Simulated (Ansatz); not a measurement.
This script for Ansatz 0.2.0, Python API starts 3 runs on La₂O₃, space group P-62m. What input does the engine get in each?

`run_xc.py`
```python
"""Functional comparison for La2O3 (totals differ with the potentials too)."""

import csv
import warnings

import ansatz as az

warnings.simplefilter("ignore", az.DeckWarning)

la2o3 = (
    az.Lattice.of([6.26678, 0.0, 0.0], [-3.13339, 5.42719, 0.0], [0.0, 0.0, 3.29977])
    .atom("La", [1 / 3, 2 / 3, 0.5])
    .atom("La", [2 / 3, 1 / 3, 0.5])
    .atom("O", [0.49199, 0.49199, 0.0])
    .atom("O", [0.0, 0.50801, 0.0])
    .atom("O", [0.50801, 0.0, 0.0])
)

job = (
    la2o3.calculation()
    .pseudopotentials("paw")
    .basis(550)
    .kpoints(6)  # the mesh must be finer for metals
    .occupations("Fixed")  # whole-number filling, right only where there is a gap
    .scf(tolerance=1e-09)
    .forces()
    .stress()
)

rows = []
for value in ["pbesol", "blyp", "lda"]:
    report = job.functional(value).run().report
    rows.append((value, report["free_energy_ev"] / len(report["lattice"]["sites"]), report["n_iterations"], sum(report["stress_gpa"][i][i] for i in range(3)) / 3, max(abs(f) for row in report["forces_ev_ang"] for f in row), report["n_kpoints"]))

with open("xc.csv", "w", newline="") as handle:
    writer = csv.writer(handle)
    writer.writerow(["functional", "F/atom (eV)", "iterations", "P (GPa)", "max component (eV/A)", "k-points"])
    writer.writerows([round(v, 5) if isinstance(v, float) else v for v in row] for row in rows)
print(open("xc.csv").read())
```

Run 1:
```yaml
crystal:
  lattice:
    - [6.26678, 0.0, 0.0]
    - [-3.13339, 5.42719, 0.0]
    - [0.0, 0.0, 3.29977]
  atoms:
    - { symbol: La, position: [0.3333333333333333, 0.6666666666666666, 0.5] }
    - { symbol: La, position: [0.6666666666666666, 0.3333333333333333, 0.5] }
    - { symbol: O, position: [0.49199, 0.49199, 0.0] }
    - { symbol: O, position: [0.0, 0.50801, 0.0] }
    - { symbol: O, position: [0.50801, 0.0, 0.0] }
basis:
  ecutwfc: 550.0
kpoints:
  mp_grid:
    grid: [6, 6, 6]
hamiltonian:
  xc: pbesol
  pseudopotentials:
    kind: paw
scf:
  convergence:
    dr2_threshold: 1.0e-09
  occupations:
    method: fixed
output:
  forces: true
  stress: true
```

Run 2, against run 1:
```diff
-  xc: pbesol
+  xc: blyp
```

Run 3, against run 1:
```diff
-  xc: pbesol
+  xc: lda
```

```console
$ python run_xc.py
functional,F/atom (eV),iterations,P (GPa),max component (eV/A),k-points
pbesol,-2802.69476,9,-1.06051,0.0613,28
blyp,-2851.061,9,5.49733,0.03258,28
lda,-2765.29678,9,-3.24647,0.0732,28
```

From lowest to highest: LDA (-3.2 GPa), PBEsol (-1.1 GPa) and BLYP (5.5 GPa). At a fixed cell a lower pressure usually means a smaller equilibrium volume, so LDA prefers the smallest cell and BLYP the largest. Gaps by band count in the reports: PBEsol 1.46 eV, BLYP 1.63 eV and LDA 1.39 eV (Kohn-Sham values on this mesh, as a rule under measured gaps).

The program warned that this SCF threshold is loose for forces or stresses. Pressure is positive in compression. This cell is a computed structure, which may not be the phase found in nature. Total energies of different functionals can't be compared; pressures, moments and gaps at this one structure can. The script silences the warnings on its input, which a real study should read. The whole script took 46 s on 1 thread of Arm Neoverse V1, on a shared host, peak memory 0.46 GiB.
